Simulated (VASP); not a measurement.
Write the native input for VASP 6.6.1 that does the following.

- Task: work function
- Functional: BLYP
- Potentials or basis: VASP PAW PBE potentials, release 64 (Ba_sv)
- Cutoff: 520 eV
- k mesh: 5 × 3 × 1
- Occupations: fermi-dirac, width 0.05 eV
- Spin: no spin polarisation
- Dipole correction: yes
- Further INCAR settings: ALGO = Normal; EDIFF = 1e-06

The structure of Ba lies in POSCAR:

```
Ba
1.0
    4.5716786896      0.0000000000      0.0000000000
    0.0000000000      6.4653300056      0.0000000000
    0.0000000000      0.0000000000     24.1433573791
Ba
5
Direct
    0.5000000000      0.5000000000      0.3106444511
    0.0000000000      0.0000000000      0.4053222255
    0.5000000000      0.5000000000      0.5000000000
    0.0000000000      0.0000000000      0.5946777745
    0.5000000000      0.5000000000      0.6893555489
```

The slab is cut from a database's or a generator's crystal, which needn't be the stable form of the element.

These files were run (other wordings do the same):

INCAR

```
PREC = Accurate
ENCUT = 520
EDIFF = 1E-6
ISMEAR = -1
SIGMA = 0.05
LREAL = False
LASPH = True
NELM = 80
ALGO = Normal
ISIF = 2
LWAVE = False
LCHARG = True
LDIPOL = True
IDIPOL = 3
DIPOL = 0.5 0.5 0.500
GGA = B5
ALDAX = 1.0
AGGAX = 1.0
AGGAC = 1.0
ALDAC = 0.0
LELF = True
LVHAR = True
LVACPOTAV = True
```

KPOINTS

```
regular mesh
0
Gamma
  5 3 1
```

Potentials or basis: VASP PAW PBE potentials, release 64 (Ba_sv).

The run is started by

```bash
$ cat potpaw_PBE.64/Ba_sv/POTCAR > POTCAR
$ mpirun -np 1 vasp_std > vasp.out
```

It gave:

| Item | Value |
| --- | --- |
| Largest force | 0.027 eV/Å |
| Band gap on the k mesh | none (metal or under the smearing width) |
| Work function of the upper face | 2.08 eV |
| Work function of the lower face | 2.08 eV |

Caveat: the PAW data sets were made with another functional, which shifts forces and pressure a little.

It took 8.6 min on 1 thread of Intel(R) Xeon(R) Platinum 8488C (Sapphire Rapids), with other jobs on the host, peak memory 0.64 GiB.
